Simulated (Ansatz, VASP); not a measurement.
## AlN in VASP and in Ansatz

The input POSCAR:

```
AlN
1.0
    0.0000000000      1.9690000000      1.9690000000
    1.9690000000      0.0000000000      1.9690000000
    1.9690000000      1.9690000000      0.0000000000
Al N
1 1
Direct
    0.0000000000      0.0000000000      0.0000000000
    0.5000000000      0.5000000000      0.5000000000
```

INCAR.step1

```
SYSTEM = AlN
PREC = Accurate ; ENCUT = 600
ISMEAR = 0 ; SIGMA = 0.01
LREAL = .False. ; LASPH = .True.
NELM = 100 ; GGA = PE
ALGO = Normal ; EDIFF = 1E-4
LWAVE = .True. ; LCHARG = .False.
```

File INCAR.step2:

```
SYSTEM = AlN
PREC = Accurate ; ENCUT = 600
EDIFF = 1E-6 ; ISMEAR = 0
SIGMA = 0.01 ; LREAL = .False.
LASPH = .True. ; NELM = 100
ALGO = Normal ; ISIF = 3
LWAVE = .False. ; LCHARG = .False.
METAGGA = R2SCAN ; LMIXTAU = .True.
IVDW = 13 ; VDW_S6 = 1.0
VDW_S8 = 0.6018749 ; VDW_A1 = 0.51559235
VDW_A2 = 5.77342911 ; IBRION = 2
NSW = 80 ; EDIFFG = -0.01
ISTART = 1
```

File KPOINTS:

```
Automatic mesh
0
Gamma
  8 8 8
  0 0 0
```

Input for Ansatz:

```yaml
crystal:
  lattice:
    - [0.0, 1.969, 1.969]
    - [1.969, 0.0, 1.969]
    - [1.969, 1.969, 0.0]
  atoms:
    - { symbol: Al, position: [0.0, 0.0, 0.0] }
    - { symbol: "N", position: [0.5, 0.5, 0.5] }
kpoints:
  mp_grid:
    grid: [8, 8, 8]
hamiltonian:
  xc: r2scan
  dispersion: d4
scf:
  occupations:
    method: fixed
relax:
  cell: {}
```

Measurements of this composition are mostly on another form, of space group No. 186.

Alike in both runs: task relaxation of cell and atoms; functional r2SCAN; dispersion D4; k mesh 8 × 8 × 8; no spin polarisation.

|  | VASP | Ansatz |
| --- | --- | --- |
| version | VASP 6.6.1 | Ansatz 0.2.0 |
| potentials or method | VASP PAW PBE potentials, release 64 (Al, N) | plane waves, PAW |
| plane-wave cutoff (eV) | 600 | 500 |
| occupations | gaussian, width 0.01 eV | fixed |
| valence electrons in the cell | 8 | 8 |

```csv
,VASP,Ansatz,Ansatz less VASP
relaxed volume (Å³/atom),8.14,8.16,+0.014
relaxed cell length with the largest relative difference (Å),2.845,2.847,+0.0017
energy change over the relaxation (meV/atom),-30,-33,-2.3
```

Caveats: the PAW data sets were made with another functional, which shifts forces and pressure a little (VASP). Zero-point motion and thermal expansion aren't in these numbers. r2SCAN opens gaps a little over a GGA but as a rule still falls short of measured ones.
